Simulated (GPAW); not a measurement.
Set up this calculation in GPAW 26.7.0, as an ASE script.

| Property | Result |
| --- | --- |
| Task | one-shot levels on a semilocal density |
| Functional | TPSS |
| Potentials or basis | GPAW PAW data sets (gpaw-data 1.2.1) |
| Cutoff | 500 eV |
| Basis | pw |
| k mesh | 6 × 6 × 6 |
| Occupations | fermi-dirac, width 0.001 eV |
| Spin | no spin polarisation |
| Maxiter | 150 |
| Exx fractions | TPSSh 0.1, TPSS0 0.25 |

The structure of GaAs lies in GaAs.xyz:

```xyz
2
Lattice="0.0000000000 2.8268500000 2.8268500000 2.8268500000 0.0000000000 2.8268500000 2.8268500000 2.8268500000 0.0000000000" Properties=species:S:1:pos:R:3 pbc="T T T"
As     4.2402750000      4.2402750000      4.2402750000
Ga     0.0000000000      0.0000000000      0.0000000000
```

These files were run (other wordings do the same):

run.py

```python
import numpy as np
from ase.dft.bandgap import bandgap
from ase.io import read, write
from ase.units import Ha
from gpaw import GPAW, PW
from gpaw.hybrids.energy import non_self_consistent_energy
from gpaw.new.pw.nschse import non_self_consistent_matrix_elements

atoms = read('GaAs.xyz')

calc = GPAW(mode=PW(500),
            xc='MGGA_X_TPSS+MGGA_C_TPSS',
            kpts={'size': (6, 6, 6), 'gamma': True},
            occupations={'name': 'fermi-dirac', 'width': 0.001},
            nbands=11,
            convergence={'density': 1e-06, 'bands': 9},
            maxiter=150,
            txt='gpaw.txt')
atoms.calc = calc
energy = atoms.get_potential_energy()
calc.write('gs.gpw')
write('result.traj', atoms)
print(f'Energy: {energy:.6f} eV')
print('Fermi level:', round(calc.get_fermi_level(), 4), 'eV')
print(f'Gap: {bandgap(calc)[0]:.4f} eV, direct: {bandgap(calc, direct=True)[0]:.4f} eV')

calc.write('wfs.gpw', mode='all')
eps = calc.eigenvalues()
free = calc.get_potential_energy(force_consistent=True)
semilocal_x = free + calc.get_xc_difference('MGGA_X_TPSS')  # without correlation
exact_x = non_self_consistent_energy(calc, 'EXX').sum()
h_x = non_self_consistent_matrix_elements(GPAW('wfs.gpw').dft, 'MGGA_X_TPSS')
h_exx = non_self_consistent_matrix_elements(GPAW('wfs.gpw').dft, 'EXX')
shift = np.einsum('sknn->skn', h_exx - h_x).real * Ha
np.savetxt('shift.dat', shift[..., :9].reshape((-1, 9)), fmt='%.4f')
occupied = eps < calc.get_fermi_level()
for name, a in {'TPSSh': 0.1, 'TPSS0': 0.25}.items():
    levels = (eps + a * shift)[..., :9]
    gap = levels[~occupied[..., :9]].min() - levels[occupied[..., :9]].max()
    print(f'{name}: share {a}, energy {free + a * (exact_x - semilocal_x):.6f} eV, gap {gap:.4f} eV')
```

Potentials or basis: GPAW PAW data sets (gpaw-data 1.2.1), pw.

Run with:

```sh
$ OMP_NUM_THREADS=1 python run.py
```

Results of the run:

The band gap on the k mesh is 0.72 eV, direct.

Caveat: energy and the plain gap are those of the semilocal run; the hybrids' values are one shot on its orbitals and mesh.

It took 4.1 min on 1 thread of Arm Neoverse V1, with other jobs on the host, peak memory 0.45 GiB.
